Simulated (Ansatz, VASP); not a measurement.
## CsH: VASP beside Ansatz

File POSCAR:

```
CsH
1.0
    0.0000000000      3.1880000000      3.1880000000
    3.1880000000      0.0000000000      3.1880000000
    3.1880000000      3.1880000000      0.0000000000
Cs H
1 1
Direct
    0.0000000000      0.0000000000      0.0000000000
    0.5000000000      0.5000000000      0.5000000000
```

INCAR.step1

```
PREC = Accurate ; ENCUT = 520
ISMEAR = 0 ; SIGMA = 0.01
LREAL = F ; LASPH = T
NELM = 60 ; NBANDS = 12
GGA = PE ; ALGO = Normal
EDIFF = 1E-4 ; LWAVE = T
LCHARG = F
```

The input INCAR.step2:

```
PREC = Accurate ; ENCUT = 520
EDIFF = 1E-6 ; ISMEAR = 0
SIGMA = 0.01 ; LREAL = F
LASPH = T ; NELM = 60
ALGO = Normal ; ISIF = 2
LWAVE = F ; LCHARG = T
METAGGA = R2SCAN ; LMIXTAU = T
LELF = T ; LVHAR = T
NBANDS = 12 ; ISTART = 1
```

The input KPOINTS:

```
Automatic mesh
0
Gamma
  6 6 6
```

Input for Ansatz:

```yaml
crystal:
  lattice:
    - [0.0, 3.188, 3.188]
    - [3.188, 0.0, 3.188]
    - [3.188, 3.188, 0.0]
  atoms:
    - { symbol: Cs, position: [0.0, 0.0, 0.0] }
    - { symbol: H, position: [0.5, 0.5, 0.5] }
kpoints:
  mp_grid: { grid: [6, 6, 6] }
scf:
  occupations: { method: fixed }
hamiltonian:
  xc: r2scan
  pseudopotentials: { kind: paw }
output:
  forces: true
  stress: true
  eigenvalues: true
  eigenstates:
    nscf_kmesh: { grid: [12, 12, 12] }
    de_dk: true
    e_range: [-9, 12.68060431305]
  optics:
    e_range: [0, 30]
    de: 0.2
    sigma: 0.1
    bands: { spectra_wanted_up_to: 30 }
    nscf_kmesh: { grid: [12, 12, 12] }
checkpoint:
  write: ck
  write_wavefunctions: false
```

Alike in both runs: task single point; functional r2SCAN; k mesh 6 × 6 × 6; no spin polarisation.

```csv
,VASP,Ansatz
version,VASP 6.6.1,Ansatz 0.2.0
potentials or method,"VASP PAW PBE potentials, release 64 (Cs_sv, H)","PAW with Ansatz's default frozen-core files, scalar-relativistic"
plane-wave cutoff (eV),520,500
occupations,"gaussian, width 0.01 eV",fixed
valence electrons in the cell,10,10
```

Ansatz gave:

* gap on the k mesh at the Fermi level (eV): 2.68
* pressure (GPa): 0.0

Which values does VASP return?

gap on the k mesh at the Fermi level (eV): 2.66; pressure (GPa): 0.0.

Caveats: the PAW data sets were made with another functional, which shifts forces and pressure a little (VASP); spin-orbit coupling is left out, which moves the levels of the heavy elements. r2SCAN opens gaps a little over a GGA but as a rule still falls short of measured ones. A k mesh can miss the band edges.
